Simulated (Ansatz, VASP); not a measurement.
# MnS in VASP and in Ansatz

Contents of INCAR:

```
SYSTEM = MnS
ALGO = Fast
EDIFF = 1E-6
ENCUT = 520
GGA = CA
GGA_COMPAT = .FALSE.
ISIF = 2
ISMEAR = 0
LASPH = .TRUE.
LCHARG = .TRUE.
LMAXMIX = 4
LORBIT = 11
LORBMOM = .TRUE.
LREAL = .FALSE.
LSORBIT = .TRUE.
LVHAR = .TRUE.
LWAVE = .FALSE.
MAGMOM = 0 0 4.27 0 0 0.22
NBANDS = 31
NELM = 150
PREC = Accurate
SIGMA = 0.05
```

File KPOINTS:

```
k-points
0
G
  6 6 6
  0 0 0
```

The input POSCAR:

```
MnS
1.0
    0.0000000000      2.6122498900      2.6122498900
    2.6122498900      0.0000000000      2.6122498900
    2.6122498900      2.6122498900      0.0000000000
Mn S
1 1
Direct
    0.0000000000      0.0000000000      0.0000000000
    0.5000000000      0.5000000000      0.5000000000
```

Input for Ansatz:

```yaml
crystal:
  lattice:
    - [0.0, 2.61224989, 2.61224989]
    - [2.61224989, 0.0, 2.61224989]
    - [2.61224989, 2.61224989, 0.0]
  atoms:
    - { symbol: Mn, position: [0.0, 0.0, 0.0], spin: 1.0, spin_axis: [0.0, 0.0, 1.0] }
    - { symbol: S, position: [0.5, 0.5, 0.5] }
basis:
  ecutwfc: 420
  ecutrho_ratio: 4
kpoints:
  mp_grid: { grid: [6, 6, 6] }
hamiltonian:
  xc: lda
  hubbard:
    sites:
      - { site: 0, l: d, u_eff: 0.0, starting_ns: [{ occupation_matrix: s0 }] }
    occupation_matrices:
      s0:
        spinor_matrix:
          - [[0.02, 0.0], [0.0, 0.0], [0.0, 0.0], [0.0, 0.0], [0.0, 0.0], [0.0, 0.0], [0.0, 0.0], [0.0, 0.0], [0.0, 0.0], [0.0, 0.0]]
          - [[0.0, 0.0], [0.97, 0.0], [0.0, 0.0], [0.0, 0.0], [0.0, 0.0], [0.0, 0.0], [0.0, 0.0], [0.0, 0.0], [0.0, 0.0], [0.0, 0.0]]
          - [[0.0, 0.0], [0.0, 0.0], [0.02, 0.0], [0.0, 0.0], [0.0, 0.0], [0.0, 0.0], [0.0, 0.0], [0.0, 0.0], [0.0, 0.0], [0.0, 0.0]]
          - [[0.0, 0.0], [0.0, 0.0], [0.0, 0.0], [0.97, 0.0], [0.0, 0.0], [0.0, 0.0], [0.0, 0.0], [0.0, 0.0], [0.0, 0.0], [0.0, 0.0]]
          - [[0.0, 0.0], [0.0, 0.0], [0.0, 0.0], [0.0, 0.0], [0.97, 0.0], [0.0, 0.0], [0.0, 0.0], [0.0, 0.0], [0.0, 0.0], [0.0, 0.0]]
          - [[0.0, 0.0], [0.0, 0.0], [0.0, 0.0], [0.0, 0.0], [0.0, 0.0], [0.02, 0.0], [0.0, 0.0], [0.0, 0.0], [0.0, 0.0], [0.0, 0.0]]
          - [[0.0, 0.0], [0.0, 0.0], [0.0, 0.0], [0.0, 0.0], [0.0, 0.0], [0.0, 0.0], [0.02, 0.0], [0.0, 0.0], [0.0, 0.0], [0.0, 0.0]]
          - [[0.0, 0.0], [0.0, 0.0], [0.0, 0.0], [0.0, 0.0], [0.0, 0.0], [0.0, 0.0], [0.0, 0.0], [0.97, 0.0], [0.0, 0.0], [0.0, 0.0]]
          - [[0.0, 0.0], [0.0, 0.0], [0.0, 0.0], [0.0, 0.0], [0.0, 0.0], [0.0, 0.0], [0.0, 0.0], [0.0, 0.0], [0.97, 0.0], [0.0, 0.0]]
          - [[0.0, 0.0], [0.0, 0.0], [0.0, 0.0], [0.0, 0.0], [0.0, 0.0], [0.0, 0.0], [0.0, 0.0], [0.0, 0.0], [0.0, 0.0], [0.02, 0.0]]
    ns_hold: { iters: 12 }
scf:
  occupations: { method: gaussian, width: 0.05 }
  lower_state_search: "off"
  max_iter: 150
output:
  forces: true
  stress: true
  eigenvalues: true
  populations: true
  hubbard: { sites: [{ site: 0, l: d }] }
magnetization:
  noncollinear: true
  spin_orbit: true
```

Alike in both runs: task single point; functional LDA; k mesh 6 × 6 × 6; occupations gaussian, width 0.05 eV; non-collinear spin, spin-orbit coupling.

|  | VASP | Ansatz |
| --- | --- | --- |
| version | VASP 6.6.1 | Ansatz 0.2.0 |
| potentials or method | VASP PAW LDA potentials, release 64 (Mn_pv, S) | plane waves, PAW |
| plane-wave cutoff (eV) | 520 | 420 |
| valence electrons in the cell | 19 | 21 |

|  | VASP | Ansatz | Ansatz less VASP |
| --- | --- | --- | --- |
| gap on the k mesh at the Fermi level (eV) | none | none | - |
| pressure (GPa) | -13.4 | -12.2 | +1.12 |
| net moment per atom (μB) | 2.23 | 2.28 | +0.053 |

A gap of «none» marks a metal or a gap that the smearing closes. The two sets of potentials don't hold the same shells in valence. Ansatz warned: «specified_occupation_not_kept».

Caveats: a cell with one magnetic atom can't hold antiferromagnetic order, which such compounds often take.
